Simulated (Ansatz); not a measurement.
# BN (F-43m) in Ansatz: settings compared

The runs below take BN through band structure, elastic constants, with LDA, PBE.

Everything below comes from runs of Ansatz 0.2.0. Logs are shortened: lines on timing, memory, paths and dates and some standing lists are left out, and cuts for length are marked.

**The experiment to reproduce.**

A printed reference work, monograph reports, for a bulk crystal of BN at 300 K: band gap 6.4 eV (indirect).

The runs below are set against these values where they give the same quantity.

**1. The crystal as given**

The structure is cubic, space group F-43m (No. 216). The conventional cell has a = 3.626 Å, b = 3.626 Å, c = 3.626 Å, α = 90.00°, β = 90.00°, γ = 90.00°. N (site symmetry -43m) is surrounded by 4 B at 1.57 Å. B (site symmetry -43m) is surrounded by 4 N at 1.57 Å.

The cell is a database's computed one.

**2. Band structure, LDA, non-collinear spin, ferromagnetic start**

File input.yaml:

```yaml
crystal:
  lattice:
    - [0.0, 1.813001, 1.813001]
    - [1.813001, 0.0, 1.813001]
    - [1.813001, 1.813001, 0.0]
  atoms:
    - { symbol: "N", position: [0.25, 0.25, 0.25], spin: 0.5, spin_axis: [0.0, 0.0, 1.0] }
    - { symbol: B, position: [0.0, 0.0, 0.0] }
kpoints:
  mp_grid: { grid: [10, 10, 10] }
  band_path:
    path:
      - [0.0, 0.0, 0.0]
      - [0.5, 0.0, 0.5]
      - [0.5, 0.25, 0.75]
      - [0.375, 0.375, 0.75]
      - [0.0, 0.0, 0.0]
      - [0.5, 0.5, 0.5]
      - [0.625, 0.25, 0.625]
      - [0.5, 0.25, 0.75]
    npoints: 10
scf:
  occupations: { method: gaussian, width: 0.1 }
hamiltonian:
  xc: lda
  pseudopotentials: { kind: all_electron, lapw: { basis_error: 0.001 } }
magnetization:
  noncollinear: true
output:
  forces: true
  stress: true
  eigenvalues: true
```

Potentials or basis: all-electron LAPW, scalar-relativistic.

Started as:

```console
$ ansatz run input.yaml --threads 1 --pin off --max-ram 3072MiB --backend cpu --events-out ev --progress --plain --runs-dir out
```

Log:

```text
Warning: RAYON_NUM_THREADS=1 ignored (pool sized by the plan → 1); use --threads N
LAPW: plane waves up to 10.847 Å⁻¹, error target 1.0e-3 eV per atom; small_component_spin mean_spin; B in spheres of 0.740 Å, 5 of its electrons in bands, Dirac shells []; N in spheres of 0.830 Å, 7 of its electrons in bands, Dirac shells [] (how accurate: hamiltonian.pseudopotentials.lapw.basis_error, Limitations)
Engine: ansatz 0.2.0, aarch64-unknown-linux-gnu
Pseudopotentials: kind: all_electron
Pseudopotential: N, LAPW, valence charge 7, lapw/all_electron/scalar/gaussian/N, Koelling and Harmon's equation, gaussian nucleus
Pseudopotential: B, LAPW, valence charge 5, lapw/all_electron/scalar/gaussian/B, Koelling and Harmon's equation, gaussian nucleus
Functional definition: SPW92
  exchange = slater_x
  correlation = pw_c
this run first makes a single point of its starting geometry on two collinear spin channels, or without spin where it has no moments, for its own SCFs to start from. `scf.lower_state_search: off` leaves that single point out
Crystal: 2 atoms, lattice volume = 11.919 Å³
Basis set: ecut = 448.2698427934813 eV, 259 PW (Γ), exchange–correlation at level 2
Bands: 11, of which v1, the nominal top of the filled ones, is band 6 counted from 1 (5 counted from 0)
Symmetry: 24 space group operations
Space group: F-43m (ITA 216), of the structure as read, at distance tolerance 2.3e-5 Å
Magnetic group: BNS 216.74 (UNI 1576), of the structure as read, at distance tolerance 2.3e-5 Å
k-points: 47 of 1000 (time reversal used)
Non-local potential: N, projectors of the file, none
Non-local potential: B, projectors of the file, none
Initial density: superposition of atomic densities (chi_scale 0.1, normalization cell, long waves kept (reshape's long-wave potential 0.00 eV rms))
Starting moments: Σ|m| = 0.5 μB on 1 of 2 sites
Initial wavefunctions: plane waves of lowest kinetic energy (no species holds an atomic orbital)
Functional: x = slater, c = lda
iter 1 solved again at ethr=1.84e-2 eV; its pass at ethr=1.00e-1 eV (dr2=2.21e0 eV) is discarded
SCF iter   1: F=—  HF=-2153.925122 eV  |F-HF|=—  |Δ(HF+E_count)|=         —  Δρ=9.64e-2 (↑6.27e-2 ↓9.64e-2)  dr2=2.21e0  dr2_m=8.78e-2  M=0.000 μB ∫|m|=0.075 μB  β_m=0.30  ethr=1.84e-2  ⟨swp⟩=2.0  Hψ=7707  notcnv=0
preconditioner: auto → none  [insulator: Δε(μ)=5.641 eV  Ē_g=21.857 eV  σ=0.100 eV  W_gap=1.00  n_scr=0 (ndim 8)  ℏωp=30.4 eV  f_vac=0.000  D(μ)=0.00/eV (n_scr^D=0)  ε∞_Penn≈2.9]
SCF iter   2: F=—  HF=-2153.097307 eV  |F-HF|=—  |Δ(HF+E_count)|=   8.28e-1  Δρ=4.99e-2 (↑3.26e-2 ↓4.99e-2)  dr2=4.85e-1  dr2_m=4.56e-2  M=0.000 μB ∫|m|=0.058 μB  β_m=0.30  ethr=1.84e-2  ⟨swp⟩=2.0  Hψ=2925  notcnv=0
SCF iter   3: F=—  HF=-2152.954427 eV  |F-HF|=—  |Δ(HF+E_count)|=   1.43e-1  Δρ=2.47e-2 (↑1.94e-2 ↓2.47e-2)  dr2=8.81e-2  dr2_m=2.38e-2  M=0.000 μB ∫|m|=0.045 μB  β_m=0.30  ethr=4.05e-3  ⟨swp⟩=2.0  Hψ=2997  notcnv=0
iter 4 solved again at ethr=5.05e-6 eV; its pass at ethr=7.34e-4 eV (dr2=6.06e-4 eV) is discarded
SCF iter   4: F=—  HF=-2152.928923 eV  |F-HF|=—  |Δ(HF+E_count)|=   2.55e-2  Δρ=1.12e-2 (↑1.04e-2 ↓1.12e-2)  dr2=6.06e-4  dr2_m=1.25e-2  M=0.000 μB ∫|m|=0.035 μB  β_m=0.30  ethr=5.05e-6  ⟨swp⟩=2.0  Hψ=4983  notcnv=0
SCF iter   5: F=—  HF=-2152.933139 eV  |F-HF|=—  |Δ(HF+E_count)|=   4.22e-3  Δρ=8.12e-3 (↑7.57e-3 ↓8.12e-3)  dr2=2.61e-4  dr2_m=6.60e-3  M=0.000 μB ∫|m|=0.027 μB  β_m=0.30  ethr=5.05e-6  ⟨swp⟩=2.0  Hψ=2538  notcnv=0
SCF iter   6: F=—  HF=-2152.935339 eV  |F-HF|=—  |Δ(HF+E_count)|=   2.20e-3  Δρ=5.68e-3 (↑5.68e-3 ↓5.66e-3)  dr2=4.08e-7  dr2_m=3.52e-3  M=0.000 μB ∫|m|=0.022 μB  β_m=0.30  ethr=2.17e-6  ⟨swp⟩=2.0  Hψ=2538  notcnv=0
SCF iter   7: F=—  HF=-2152.936568 eV  |F-HF|=—  |Δ(HF+E_count)|=   1.23e-3  Δρ=4.16e-3 (↑4.16e-3 ↓4.16e-3)  dr2=1.97e-7  dr2_m=1.89e-3  M=0.000 μB ∫|m|=0.017 μB  β_m=0.30  ethr=3.40e-9  ⟨swp⟩=3.0  Hψ=2918  notcnv=0
Mixer restart at iter 7: flushing history
spin-set hold released at iteration 7 (site moments contracting): the magnetisation degrees of freedom join the quasi-Newton model from the next iteration; the mixer history was flushed
SCF iter   8: F=—  HF=-2152.937231 eV  |F-HF|=—  |Δ(HF+E_count)|=   6.63e-4  Δρ=3.07e-3 (↑3.07e-3 ↓3.07e-3)  dr2=1.03e-7  dr2_m=1.03e-3  M=0.000 μB ∫|m|=0.013 μB  β_m=0.65  ethr=1.64e-9  ⟨swp⟩=3.1  Hψ=2924  notcnv=0
SCF iter   9: F=—  HF=-2152.938048 eV  |F-HF|=—  |Δ(HF+E_count)|=   8.17e-4  Δρ=2.27e-4 (↑2.27e-4 ↓2.24e-4)  dr2=2.57e-9  dr2_m=5.57e-6  M=0.000 μB ∫|m|=0.001 μB  β_m=0.82  ethr=8.59e-10  ⟨swp⟩=4.0  Hψ=3250  notcnv=0
SCF iter  10: F=—  HF=-2152.938055 eV  |F-HF|=—  |Δ(HF+E_count)|=   7.31e-6  Δρ=6.45e-5 (↑5.97e-5 ↓6.45e-5)  dr2=3.06e-9  dr2_m=4.21e-7  M=0.000 μB ∫|m|=0.000 μB  β_m=0.91  ethr=2.14e-11  ⟨swp⟩=4.0  Hψ=3271  notcnv=0
SCF iter  11: F=—  HF=-2152.938056 eV  |F-HF|=—  |Δ(HF+E_count)|=   6.10e-7  Δρ=6.84e-6 (↑6.84e-6 ↓6.49e-6)  dr2=1.65e-8  dr2_m=3.92e-11  M=0.000 μB ∫|m|=0.000 μB  β_m=0.66  ethr=2.14e-11  ⟨swp⟩=3.4  Hψ=2956  notcnv=0
SCF iter  12: F=—  HF=-2152.938056 eV  |F-HF|=—  |Δ(HF+E_count)|=   9.60e-9  Δρ=8.05e-7 (↑7.29e-7 ↓8.05e-7)  dr2=4.87e-12  dr2_m=6.29e-11  M=0.000 μB ∫|m|=0.000 μB  β_m=0.83  ethr=2.14e-11  ⟨swp⟩=3.0  Hψ=2749  notcnv=0
SCF iter  13: F=-2152.938056 eV  HF=-2152.938056 eV  |F-HF|=7.73e-12  |Δ(HF+E_count)|=  1.14e-10  Δρ=1.94e-7 (↑1.83e-7 ↓1.94e-7)  dr2=6.72e-14  dr2_m=3.87e-12  M=0.000 μB ∫|m|=0.000 μB  ethr=2.16e-12 (applied; sched 1.00e-12)  ⟨swp⟩=2.0  Hψ=2538  notcnv=0
SCF 1 converged in 13 iterations: F = -2152.938056 eV  dr2 = 6.72e-14
this run first made a single point of its starting geometry. This run's own SCFs start from that state's density.
Bands: 20, of which v1, the nominal top of the filled ones, is band 12 counted from 1 (11 counted from 0)
Symmetry: 24 space group operations + 24 with time reversal
Moments: of one size on atoms that these operations exchange, one fixing the others by the rotation that the starting moments gave each, and all in one plane where the starting moments lie in one or along one axis (crystal.symmetry.detect: false holds none)
Initial density: read from a saved state, or passed on in memory by an earlier SCF of this step, an earlier step, the calling program or the single point that the run made first
Stability of the state it starts from, as read at its close in the collinear treatment: not read negative (Ritz values of 1 − χ₀K, real part plus size of imaginary part, from 0.72 to 0.72, by its mixing steps under the symmetry group of the SCF that read it); its run was given moments
Starting moments: Σ|m| = 0.5 μB on 1 of 2 sites; this step starts from the density that it was given
iter 1 solved again at ethr=1.73e-8 eV; its pass at ethr=1.00e-1 eV (dr2=2.08e-6 eV) is discarded
SCF iter   1: F=—  HF=-2152.938056 eV  |F-HF|=—  |Δ(HF+E_count)|=         —  Δρ=3.78e-7  dr2=1.74e-13  dr2_m=3.90e-12  ethr=1.73e-8  |M|=1.12e-12 ∫|m|=7.01e-7 μB  β_m=0.30  ⟨swp⟩=6.0  Hψ=9388  notcnv=0
eigensolver tolerance schedule: the retry pair's looser diagonalisation over-reported the residual by 11943812.96 of it (diagonalisation noise at an unbounded share of the residual, at the tolerance the schedule requests for it); recorded, not acted on — ethr = c·dr2/N_el stays at c = 1.0e-1
preconditioner: auto → none  [insulator: Δε(μ)=4.342 eV  Ē_g=19.711 eV  σ=0.100 eV  W_gap=1.00  n_scr=0 (ndim 8)  ℏωp=30.4 eV  f_vac=0.000  D(μ)=0.00/eV (n_scr^D=0)  ε∞_Penn≈3.4]
SCF iter   2: F=-2152.938056 eV  HF=-2152.938056 eV  |F-HF|=1.32e-11  |Δ(HF+E_count)|=   6.15e-9  Δρ=2.79e-7  dr2=1.48e-13  dr2_m=2.13e-12  ethr=5.29e-12 (applied; sched 1.00e-12)  |M|=9.64e-14 ∫|m|=5.18e-7 μB  ⟨swp⟩=5.0  Hψ=2966  notcnv=0
WARN: the starting moments were not kept: the SCF closed with an absolute magnetisation of 5.1e-7 μB, where they sum to 0.5 μB in size (1 site). That is at most 0.1 of that sum. Measured as dr2_m measures the in/out step, that magnetisation stands 5.6e-14 eV from none, at or under the dr2_threshold of 1.0e-7 eV: it is no larger than a step whose dr2_m would equal this threshold. The system may hold no moment; this SCF shows only that its start led to no more than that. This SCF took its magnetisation from a saved state (the deck's checkpoint.read, a session's seed or a resume), or from the single point or search that the run made first, and not from the starting moments. Where the run's atoms have moved since that state, how it is taken is a key of its own (checkpoint.density_extrapolation: follow_atoms, where typed, takes the whole of its magnetisation to them with its atoms, but for some exceptions; the density_extrapolation keyword of a session's seed is the same key). To be rid of a resumed run's state, run its deck in a fresh run directory. To be rid of the state of a single point that the run made first, give starting moments in the input or, where a deck that gives them still makes one, type scf.lower_state_search: off. To try another start, run it without that state.
SCF 2 converged in 2 iterations: F = -2152.938056 eV  dr2 = 1.48e-13
NSCF: frozen V_eff on 71 k-points
WARN: this state was not checked for a lower one beside it: the run's test of it (scf.lower_state_search) could not run behind this SCF: none is made under non-collinear spin (noncollinear)
SCF converged after 2 iterations
Magnetization: |M| = 0.0000 μB,  M = (+0.0000, +0.0000, -0.0000) μB
Absolute magnetization: 0.0000 μB (∫|m|)
  site 0: m = (+0.0000, +0.0000, -0.0000) μB, |m| = 0.0000 μB  (R = 0.83 Å)
  site 1: m = (-0.0000, -0.0000, -0.0000) μB, |m| = 0.0000 μB  (R = 0.74 Å)
Free energy (F): -2152.938056 eV
Harris-Foulkes:  -2152.938056 eV  (|F-HF|=1.32e-11)
Internal energy: -2152.938056 eV  (E = F + TS)
E sigma→0 (E₀):  -2152.938056 eV
Fermi energy:    13.232298 eV
--- Per-component energies (eV) ---
  E_band       = -1013.679979
  E_kinetic    = 2137.739394
  E_xc         = -283.175886
  E_electrostatic = -4007.501563  (all electrons and nuclei)
  E_smearing   = -0.000000  (= −TS)
  E_closure    = 0.000000  (closes the sum)
  E_atoms      = -2133.513677  (free atoms, spherical and without spin; not in F)
  Σ components = -2152.938056   (vs F -2152.938056, Δ=0.00e0)
  Basis errors (estimates in eV, not in F): energy 5.2e-4 per atom: plane waves 5.0e-4 (3.1e-4 summed), levels above the bands 0.0e0, relativity 6.2e-9, radial functions 2.0e-5, core shells 0.0e0; eigenvalues (radial functions only) 5.6e-6; not estimated: angular momenta, meshes, grids; target (lapw.basis_error) 1.0e-3; muffin-tin radii B 0.740 Å, N 0.830 Å
--- Forces (eV/Å), atoms counted from 1 ---
  atom   1  N     -0.00000000    -0.00000000     0.00000000
  atom   2  B      0.00000000    -0.00000000    -0.00000000
  max |Σ_I F_I| component: 4.16e-17 eV/Å
--- Stress (GPa, compression-positive) ---
      -14.094546       0.000000      -0.000000
        0.000000     -14.094546       0.000000
       -0.000000       0.000000     -14.094546
  P = ⅓ Tr σ = -14.0945 GPa (-140.945 kbar)
--- Band table (eV; the first three rows and the last of 47) ---
  k-point 0: bands = ["-360.6896", "-360.6896", "-159.2854", "-159.2854", "-8.9060", "-8.9060", "11.0614", "11.0614", "11.0614", "11.0614", "11.0614", "11.0614", "19.7087", "19.7087", "19.7087", "19.7087", "19.7087", "19.7087", "21.3442", "21.3442"]
  k-point 1: bands = ["-360.6896", "-360.6896", "-159.2854", "-159.2854", "-8.6640", "-8.6640", "9.8088", "9.8088", "10.8081", "10.8081", "10.8081", "10.8081", "19.9938", "19.9938", "20.0887", "20.0887", "20.0887", "20.0887", "22.1048", "22.1048"]
  k-point 2: bands = ["-360.6896", "-360.6896", "-159.2854", "-159.2854", "-7.9511", "-7.9511", "7.1235", "7.1235", "10.2396", "10.2396", "10.2396", "10.2396", "20.4012", "20.4012", "20.8750", "20.8750", "20.8750", "20.8750", "23.6897", "23.6897"]
  k-point 46: bands = ["-360.6896", "-360.6896", "-159.2852", "-159.2852", "-3.0163", "-3.0163", "3.2530", "3.2530", "4.5092", "4.5092", "4.6977", "4.6977", "19.6488", "19.6488", "23.8824", "23.8824", "24.9703", "24.9703", "26.8243", "26.8243"]
```

Run time: 42 s. Hardware: 1 thread of Arm Neoverse V1, shared host; peak memory 0.34 GiB.

Results:

```
Free energy             : -2152.9381 eV
Pressure                : -14.1 GPa
Band gap on the k mesh  : 4.34 eV, indirect (least direct gap 8.65 eV)
Band gap along the path : 4.34 eV, indirect (least direct gap 8.65 eV)
Net moment              : 0.00 μB per cell
Absolute moment         : 0.00 μB per cell
```

Levels at the corners of the path, in eV from the valence-band top:
```tsv
point	band 9	band 10	band 11	band 12	band 13	band 14	band 15	band 16
Γ	0.00	0.00	0.00	0.00	8.65	8.65	8.65	8.65
X	-4.88	-4.88	-4.88	-4.88	4.34	4.34	9.10	9.10
W	-6.96	-6.96	-6.50	-6.50	9.40	9.40	13.12	13.12
K	-7.65	-7.65	-4.06	-4.06	6.77	6.77	12.69	12.69
Γ	0.00	0.00	0.00	0.00	8.65	8.65	8.65	8.65
L	-1.93	-1.93	-1.93	-1.93	10.09	10.09	10.52	10.52
U	-7.65	-7.65	-4.06	-4.06	6.77	6.77	12.69	12.69
W	-6.96	-6.96	-6.50	-6.50	9.40	9.40	13.12	13.12
```

Moments on the atoms (μB; x, y, z):
```
N   0.00 0.00 0.00
B   0.00 0.00 0.00
```

Caveat: the starting moments weren't kept.

(Continued in part 2 of 2.)
